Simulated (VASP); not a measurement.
Here is a VASP 6.6.1 calculation.

File INCAR:

```
SYSTEM = BAs
PREC = Accurate
ENCUT = 600
EDIFF = 1E-6
ISMEAR = 0
SIGMA = 0.03
LREAL = .False.
LASPH = .True.
NELM = 80
ALGO = Normal
ISIF = 3
LWAVE = .False.
LCHARG = .False.
METAGGA = R2SCAN
LMIXTAU = .True.
IBRION = 2
NSW = 90
EDIFFG = -0.01
```

File KPOINTS:

```
regular mesh
0
Gamma
  10 10 10
  0 0 0
```

POSCAR

```
BAs
1.0
    0.0000000000      2.3885000000      2.3885000000
    2.3885000000      0.0000000000      2.3885000000
    2.3885000000      2.3885000000      0.0000000000
B As
1 1
Direct
    0.0000000000      0.0000000000      0.0000000000
    0.2500000000      0.2500000000      0.2500000000
```

Potentials or basis: VASP PAW PBE potentials, release 64 (B, As).

Command:

```sh
$ cat potpaw_PBE.64/B/POTCAR potpaw_PBE.64/As/POTCAR > POTCAR
$ mpirun -np 1 vasp_std > vasp.out
```

Predict the relaxed cell.

a = 3.384 Å, b = 3.384 Å, c = 3.384 Å, α = 60.00°, β = 60.00°, γ = 60.00°.

What does it give for the relaxed volume?

13.71 Å³/atom.

What does it give for the band gap on the k mesh?

1.38 eV, indirect (least direct gap 3.44 eV).

What does it give for the space group after relaxing (to 0.05 Å)?

F-43m (No. 216).

Final structure:
```cif
data_structure
_symmetry_space_group_name_H-M 'P 1'
_symmetry_Int_Tables_number 1
_cell_length_a 3.3845
_cell_length_b 3.3845
_cell_length_c 3.3845
_cell_angle_alpha 60.000
_cell_angle_beta 60.000
_cell_angle_gamma 60.000
_cell_volume 27.41
loop_
_atom_site_label
_atom_site_type_symbol
_atom_site_fract_x
_atom_site_fract_y
_atom_site_fract_z
_atom_site_occupancy
B1 B 0.00000 0.00000 0.00000 1
As1 As 0.25000 0.25000 0.25000 1
```

Caveat: the PAW data sets were made with another functional, which shifts forces and pressure a little. r2SCAN opens gaps a little over a GGA but as a rule still falls short of measured ones.
